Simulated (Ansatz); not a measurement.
Predict the output of the script below (Ansatz 0.2.0 through its Python package).

`zro2.cif`
```cif
data_ZrO2
_cell_length_a 3.585031
_cell_length_b 3.585031
_cell_length_c 3.585031
_cell_angle_alpha 60.00000
_cell_angle_beta 60.00000
_cell_angle_gamma 60.00000
_symmetry_space_group_name_H-M 'P 1'
_symmetry_Int_Tables_number 1
loop_
_symmetry_equiv_pos_as_xyz
'x, y, z'
loop_
_atom_site_label
_atom_site_type_symbol
_atom_site_fract_x
_atom_site_fract_y
_atom_site_fract_z
Zr1 Zr    0.000000    0.000000    0.000000
O2 O    0.250000    0.250000    0.250000
O3 O    0.750000    0.750000    0.750000
```

Script `run_soc.py`:
```python
"""Levels of ZrO2 without and with spin-orbit coupling."""

import ansatz as az
from ase.io import read

atoms = read("zro2.cif")
xtal = az.Crystal.from_ase(atoms)

calculation = (
    xtal.calculation()
    .kpoints(6, 6, 6)
    .basis(450)
    .functional(az.Functional.PBE)
    .occupations("Fixed")
    .band_table()
)
for label, variant in (("scalar-relativistic", calculation), ("spin-orbit", calculation.spin(soc=True))):
    r = variant.run(threads=1, backend="cpu").report
    zero = r["band_edges_ev"][0] if r.get("band_edges_ev") else r["fermi_energy_ev"]
    near = [round(e - zero, 3) for e in r["eigenvalues_ev"][0] if abs(e - zero) < 4]
    print(label)
    print("  band edges (eV):", [round(e, 3) for e in r.get("band_edges_ev") or []] or "none reported")
    print("  levels at k =", r["kpoints_frac"][0], "within 4 eV of the zero:", near)
```

```console
$ python run_soc.py
scalar-relativistic
  band edges (eV): [12.345, 15.739]
  levels at k = [0.0, 0.0, 0.0] within 4 eV of the zero: [-0.536, -0.536, -0.536, 3.393, 3.393]
spin-orbit
  band edges (eV): [12.346, 15.741]
  levels at k = [0.0, 0.0, 0.0] within 4 eV of the zero: [-0.584, -0.584, -0.512, -0.512, -0.512, -0.512, 3.395, 3.395, 3.395, 3.395]
```

Reading the output:
- Of the deposited cell: the entry's cell lengths or inner coordinates differ somewhat from later room-temperature determinations.
- This is a high-temperature or high-pressure form, not the ambient phase.
- The structure is a deposited one; some such entries were measured under pressure or heat, so a shift against it needn't be the functional's error alone.
- Gaps and levels are Kohn-Sham values on a finite set of k-points.
- With spin-orbit coupling each level holds one electron and, with inversion or at time-reversal points, comes in pairs; a window in energy can cut a split set.
- Finished in 4.5 s on 1 thread of Arm Neoverse V1, on a shared host, peak memory 0.51 GiB.
